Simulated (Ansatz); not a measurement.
Born–Oppenheimer molecular dynamics of a periodic cell of 12 atoms, MoS$_{2}$ (start crystal MoS2, start structure R3m, volume 1.15 times the crystal's). It goes on from the last frame of an earlier run, with new velocities.

Method: DFT r2SCAN, scalar-relativistic, plane waves, PAW in Ansatz 0.2.0. Settings: PAW set soft_1, cutoff 500 eV, k mesh 3x3x3, fermi-dirac smearing 0.36 eV, no spin polarisation.

```
ensemble             : NVT, Langevin thermostat
time step            : 1.5 fs
steps asked          : 140
set temperature      : 3360 K
friction             : 0.02 /fs
temperature schedule : 105 steps to 300 K, then 35 steps to 300 K
seed                 : 979526
```

Frames 1.5 fs apart, positions in Å, forces in eV/Å.

Velocities at 90.0 fs (Å/ps):

```
Mo -7.71 4.99 -0.62
S 14.49 -0.30 -13.98
S 15.54 0.73 12.61
Mo 3.00 2.79 -1.18
S -5.44 -6.81 7.39
S -3.42 2.34 1.92
Mo 0.90 2.85 -1.42
S -3.39 6.33 -8.82
S 21.44 5.17 6.59
Mo -2.48 3.60 3.45
S 7.05 -0.93 -9.75
S 5.38 1.07 -1.09
```

```xyz
12
Lattice="-3.3107 -1.9114 6.4433 3.3107 -1.9114 6.4433 0.0000 3.8229 6.4433" Properties=species:S:1:pos:R:3:forces:R:3 time_fs=90.0 energy_less_start_eV=-1.341 T=2387
Mo -0.373 0.964 0.187 -1.36 2.06 1.25
S -0.321 0.429 4.399 1.43 1.27 -1.41
S 1.342 0.066 7.994 -1.41 0.49 -1.89
Mo 0.081 -1.169 5.928 1.07 -1.87 2.99
S -0.120 -1.572 11.240 -0.13 1.75 -1.17
S 1.241 -2.454 14.728 0.70 -0.14 -1.30
Mo -1.498 0.923 6.261 -2.45 0.66 0.21
S -2.234 1.852 11.748 2.92 -3.16 -2.33
S -0.866 1.257 14.399 0.35 0.61 -0.74
Mo 1.434 1.398 5.852 -1.04 -0.57 2.50
S 1.179 1.303 10.884 0.04 0.40 0.55
S 2.218 0.894 13.835 -0.11 -1.48 1.33
12
Lattice="-3.3107 -1.9114 6.4433 3.3107 -1.9114 6.4433 0.0000 3.8229 6.4433" Properties=species:S:1:pos:R:3:forces:R:3 time_fs=91.5 energy_less_start_eV=-1.314 T=2336
Mo -0.384 0.971 0.186 -1.10 1.80 1.36
S -0.298 0.429 4.377 1.20 1.26 -0.92
S 1.365 0.069 8.012 -1.54 0.56 -1.89
Mo 0.085 -1.165 5.927 1.00 -1.86 2.83
S -0.129 -1.582 11.249 -0.07 1.93 -1.36
S 1.234 -2.449 14.730 0.77 -0.13 -1.36
Mo -1.496 0.927 6.260 -2.24 0.52 -0.15
S -2.238 1.860 11.735 2.95 -3.15 -2.18
S -0.834 1.264 14.408 0.24 0.64 -0.84
Mo 1.431 1.402 5.859 -1.06 -0.52 2.47
S 1.190 1.299 10.871 -0.05 0.46 0.73
S 2.226 0.895 13.834 -0.09 -1.52 1.31
12
Lattice="-3.3107 -1.9114 6.4433 3.3107 -1.9114 6.4433 0.0000 3.8229 6.4433" Properties=species:S:1:pos:R:3:forces:R:3 time_fs=93.0 energy_less_start_eV=-1.289 T=2364
Mo -0.393 0.978 0.188 -0.82 1.50 1.39
S -0.276 0.430 4.353 0.97 1.22 -0.41
S 1.388 0.073 8.028 -1.68 0.63 -1.84
Mo 0.091 -1.161 5.926 0.91 -1.82 2.65
S -0.140 -1.591 11.259 0.04 2.09 -1.56
S 1.224 -2.440 14.732 0.87 -0.11 -1.40
Mo -1.494 0.931 6.259 -2.05 0.37 -0.50
S -2.242 1.863 11.719 2.92 -3.07 -2.00
S -0.804 1.273 14.416 0.15 0.65 -0.94
Mo 1.427 1.404 5.867 -1.11 -0.44 2.43
S 1.201 1.294 10.860 -0.13 0.51 0.89
S 2.235 0.894 13.834 -0.07 -1.53 1.29
12
Lattice="-3.3107 -1.9114 6.4433 3.3107 -1.9114 6.4433 0.0000 3.8229 6.4433" Properties=species:S:1:pos:R:3:forces:R:3 time_fs=94.5 energy_less_start_eV=-1.274 T=2383
Mo -0.403 0.987 0.192 -0.47 1.12 1.40
S -0.252 0.434 4.327 0.76 1.14 0.11
S 1.412 0.079 8.042 -1.82 0.70 -1.77
Mo 0.096 -1.157 5.926 0.79 -1.75 2.43
S -0.153 -1.598 11.270 0.19 2.21 -1.80
S 1.217 -2.428 14.733 0.95 -0.09 -1.44
Mo -1.493 0.936 6.257 -1.87 0.25 -0.80
S -2.245 1.862 11.701 2.83 -2.93 -1.78
S -0.779 1.284 14.423 0.08 0.65 -1.01
Mo 1.425 1.404 5.875 -1.21 -0.33 2.38
S 1.209 1.291 10.848 -0.19 0.55 1.04
S 2.243 0.894 13.837 -0.05 -1.52 1.24
12
Lattice="-3.3107 -1.9114 6.4433 3.3107 -1.9114 6.4433 0.0000 3.8229 6.4433" Properties=species:S:1:pos:R:3:forces:R:3 time_fs=96.0 energy_less_start_eV=-1.254 T=2213
Mo -0.411 0.996 0.195 -0.12 0.69 1.41
S -0.227 0.440 4.302 0.59 1.04 0.57
S 1.434 0.086 8.056 -1.95 0.75 -1.69
Mo 0.101 -1.155 5.926 0.67 -1.68 2.21
S -0.165 -1.601 11.282 0.36 2.29 -2.05
S 1.211 -2.414 14.734 1.03 -0.07 -1.49
Mo -1.491 0.940 6.255 -1.72 0.17 -1.03
S -2.246 1.860 11.681 2.73 -2.77 -1.55
S -0.755 1.293 14.431 0.01 0.66 -1.09
Mo 1.424 1.403 5.884 -1.32 -0.19 2.35
S 1.218 1.289 10.837 -0.25 0.59 1.19
S 2.250 0.892 13.844 -0.02 -1.48 1.17
12
Lattice="-3.3107 -1.9114 6.4433 3.3107 -1.9114 6.4433 0.0000 3.8229 6.4433" Properties=species:S:1:pos:R:3:forces:R:3 time_fs=97.5 energy_less_start_eV=-1.214 T=2117
Mo -0.418 1.006 0.197 0.19 0.25 1.41
S -0.202 0.447 4.280 0.43 0.91 0.97
S 1.455 0.093 8.069 -2.06 0.80 -1.62
Mo 0.106 -1.154 5.927 0.55 -1.62 2.00
S -0.177 -1.601 11.292 0.56 2.33 -2.29
S 1.204 -2.402 14.735 1.10 -0.06 -1.53
Mo -1.488 0.941 6.253 -1.61 0.12 -1.19
S -2.247 1.856 11.662 2.63 -2.61 -1.33
S -0.731 1.301 14.440 -0.04 0.66 -1.16
Mo 1.424 1.399 5.892 -1.46 -0.01 2.33
S 1.229 1.287 10.826 -0.30 0.64 1.32
S 2.256 0.890 13.852 0.01 -1.42 1.08
12
Lattice="-3.3107 -1.9114 6.4433 3.3107 -1.9114 6.4433 0.0000 3.8229 6.4433" Properties=species:S:1:pos:R:3:forces:R:3 time_fs=99.0 energy_less_start_eV=-1.170 T=2058
Mo -0.426 1.015 0.198 0.50 -0.17 1.38
S -0.178 0.456 4.259 0.29 0.77 1.35
S 1.476 0.101 8.081 -2.17 0.84 -1.53
Mo 0.113 -1.154 5.928 0.43 -1.55 1.80
S -0.186 -1.598 11.300 0.74 2.34 -2.48
S 1.198 -2.389 14.737 1.15 -0.06 -1.58
Mo -1.484 0.941 6.252 -1.52 0.05 -1.34
S -2.247 1.850 11.643 2.53 -2.43 -1.12
S -0.709 1.309 14.448 -0.08 0.67 -1.22
Mo 1.423 1.395 5.899 -1.58 0.18 2.30
S 1.242 1.287 10.819 -0.34 0.68 1.43
S 2.260 0.886 13.859 0.04 -1.32 1.01
12
Lattice="-3.3107 -1.9114 6.4433 3.3107 -1.9114 6.4433 0.0000 3.8229 6.4433" Properties=species:S:1:pos:R:3:forces:R:3 time_fs=100.5 energy_less_start_eV=-1.124 T=2049
Mo -0.434 1.023 0.200 0.80 -0.56 1.32
S -0.154 0.462 4.237 0.16 0.65 1.69
S 1.496 0.111 8.093 -2.24 0.87 -1.46
Mo 0.120 -1.155 5.931 0.29 -1.48 1.62
S -0.194 -1.595 11.307 0.88 2.34 -2.63
S 1.193 -2.376 14.736 1.20 -0.06 -1.62
Mo -1.481 0.942 6.252 -1.43 0.00 -1.47
S -2.247 1.844 11.621 2.43 -2.27 -0.89
S -0.688 1.317 14.456 -0.12 0.69 -1.27
Mo 1.419 1.390 5.906 -1.66 0.35 2.26
S 1.256 1.289 10.815 -0.38 0.70 1.51
S 2.262 0.882 13.869 0.08 -1.23 0.94
12
Lattice="-3.3107 -1.9114 6.4433 3.3107 -1.9114 6.4433 0.0000 3.8229 6.4433" Properties=species:S:1:pos:R:3:forces:R:3 time_fs=102.0 energy_less_start_eV=-1.082 T=1848
Mo -0.442 1.031 0.201 1.08 -0.92 1.22
S -0.134 0.468 4.216 0.05 0.53 2.00
S 1.515 0.122 8.105 -2.30 0.90 -1.38
Mo 0.126 -1.157 5.933 0.14 -1.41 1.46
S -0.202 -1.590 11.312 1.01 2.31 -2.73
S 1.192 -2.364 14.736 1.22 -0.07 -1.67
Mo -1.480 0.941 6.249 -1.33 -0.01 -1.54
S -2.245 1.836 11.601 2.32 -2.09 -0.68
S -0.667 1.325 14.466 -0.16 0.71 -1.32
Mo 1.414 1.385 5.912 -1.73 0.50 2.21
S 1.271 1.292 10.813 -0.40 0.72 1.58
S 2.263 0.879 13.880 0.11 -1.17 0.85
12
Lattice="-3.3107 -1.9114 6.4433 3.3107 -1.9114 6.4433 0.0000 3.8229 6.4433" Properties=species:S:1:pos:R:3:forces:R:3 time_fs=103.5 energy_less_start_eV=-1.066 T=1814
Mo -0.450 1.040 0.203 1.39 -1.23 1.05
S -0.115 0.474 4.197 -0.04 0.41 2.26
S 1.535 0.135 8.112 -2.37 0.95 -1.26
Mo 0.133 -1.159 5.936 -0.01 -1.34 1.32
S -0.210 -1.582 11.315 1.13 2.23 -2.76
S 1.192 -2.352 14.736 1.24 -0.07 -1.72
Mo -1.478 0.940 6.245 -1.25 0.02 -1.57
S -2.240 1.825 11.582 2.19 -1.90 -0.48
S -0.646 1.332 14.473 -0.19 0.72 -1.36
Mo 1.409 1.384 5.919 -1.80 0.64 2.15
S 1.282 1.294 10.816 -0.41 0.72 1.61
S 2.267 0.877 13.889 0.12 -1.15 0.76
12
Lattice="-3.3107 -1.9114 6.4433 3.3107 -1.9114 6.4433 0.0000 3.8229 6.4433" Properties=species:S:1:pos:R:3:forces:R:3 time_fs=105.0 energy_less_start_eV=-1.071 T=1706
Mo -0.456 1.047 0.205 1.68 -1.47 0.80
S -0.098 0.479 4.182 -0.12 0.33 2.44
S 1.556 0.147 8.117 -2.45 1.00 -1.10
Mo 0.138 -1.162 5.938 -0.14 -1.29 1.22
S -0.218 -1.571 11.315 1.23 2.11 -2.72
S 1.192 -2.338 14.735 1.25 -0.07 -1.76
Mo -1.477 0.941 6.240 -1.20 0.06 -1.57
S -2.236 1.813 11.562 2.08 -1.71 -0.31
S -0.624 1.339 14.478 -0.21 0.71 -1.39
Mo 1.404 1.383 5.928 -1.85 0.76 2.07
S 1.292 1.296 10.821 -0.40 0.71 1.62
S 2.272 0.876 13.898 0.14 -1.14 0.69
12
Lattice="-3.3107 -1.9114 6.4433 3.3107 -1.9114 6.4433 0.0000 3.8229 6.4433" Properties=species:S:1:pos:R:3:forces:R:3 time_fs=106.5 energy_less_start_eV=-1.080 T=1783
Mo -0.461 1.056 0.208 1.98 -1.71 0.50
S -0.081 0.484 4.171 -0.21 0.24 2.57
S 1.576 0.158 8.120 -2.55 1.07 -0.91
Mo 0.142 -1.163 5.941 -0.26 -1.28 1.14
S -0.228 -1.560 11.311 1.35 1.96 -2.62
S 1.193 -2.323 14.734 1.24 -0.07 -1.80
Mo -1.475 0.941 6.234 -1.17 0.11 -1.57
S -2.232 1.798 11.543 1.99 -1.51 -0.15
S -0.602 1.343 14.482 -0.23 0.71 -1.42
Mo 1.399 1.381 5.937 -1.90 0.90 2.01
S 1.302 1.298 10.826 -0.41 0.71 1.64
S 2.276 0.876 13.906 0.16 -1.12 0.62
```

Of the whole run (210 fs, mean temperature of the second half 1317 K): The schedule's set-point averaged 559 K over the second half and the system 1317 K, so it lags behind the ramp. A run of 0.21 ps of so small a system gives no equilibrium averages. Limits of this set-up: coarse k mesh.

Run time: 39 min on 4 threads of Arm Neoverse V1, with other jobs on the host, peak memory 1.6 GiB.
